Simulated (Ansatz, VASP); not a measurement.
# Two plane-wave programs on Au

The input INCAR:

```
  PREC = Accurate
  ENCUT = 520
  EDIFF = 1E-6
  ISMEAR = -1
  SIGMA = 0.08
  LREAL = False
  LASPH = True
  NELM = 60
  ALGO = Normal
  ISIF = 2
  LWAVE = False
  LCHARG = False
  GGA = PS
  NBANDS = 12
```

The input KPOINTS:

```
Automatic mesh
0
Gamma
  18 18 18
```

Contents of POSCAR:

```
Au
1.0
    0.0000000000      1.8954486235      1.8954486235
    1.8954486235      0.0000000000      1.8954486235
    1.8954486235      1.8954486235      0.0000000000
Au
1
Direct
    0.0000000000      0.0000000000      0.0000000000
```

Input for Ansatz:

```yaml
crystal:
  lattice:
    - [0.0, 1.8954486235, 1.8954486235]
    - [1.8954486235, 0.0, 1.8954486235]
    - [1.8954486235, 1.8954486235, 0.0]
  atoms:
    - { symbol: Au, position: [0.0, 0.0, 0.0] }
kpoints:
  mp_grid: { grid: [18, 18, 18] }
  band_path:
    path:
      - [0.0, 0.0, 0.0]
      - [0.5, 0.0, 0.5]
      - [0.625, 0.25, 0.625]
      - [0.375, 0.375, 0.75]
      - [0.0, 0.0, 0.0]
      - [0.5, 0.5, 0.5]
      - [0.5, 0.25, 0.75]
      - [0.5, 0.0, 0.5]
    npoints: 8
scf:
  occupations: { method: fermi_dirac, width: 0.08 }
hamiltonian:
  xc: pbesol
  pseudopotentials: { kind: paw }
output:
  forces: true
  stress: true
  eigenvalues: true
  populations: true
  dos: { projected: true, de: 0.2, e_range: [-14, 8] }
  write_density: true
  write_potential: true
  elf: true
  volumetric_format: npy
```

Change from the starting cell: volume scaled by 0.8, PAW files.

Alike in both runs: task single point; functional PBEsol; k mesh 18 × 18 × 18; occupations fermi-dirac, width 0.08 eV; no spin polarisation.

|  | VASP | Ansatz |
| --- | --- | --- |
| version | VASP 6.6.1 | Ansatz 0.2.0 |
| potentials or method | VASP PAW PBE potentials, release 64 (Au) | PAW with Ansatz's default frozen-core files, scalar-relativistic |
| plane-wave cutoff (eV) | 520 | 420 |
| valence electrons in the cell | 11 | 19 |

Ansatz gave:

* pressure (GPa): 73.2

Problem. What did VASP give for the same quantities?

Solution. Pressure (GPa): 72.9.

The two sets of potentials don't hold the same shells in valence.

Caveats: the cell as given lies far from equilibrium; so large a pressure means that the cell lies far from this level's equilibrium, or that cutoff or potentials fall short (VASP); the potentials were made for another functional, which shifts forces and pressure (VASP). The runs have no spin-orbit coupling, so splittings on Au are missing.
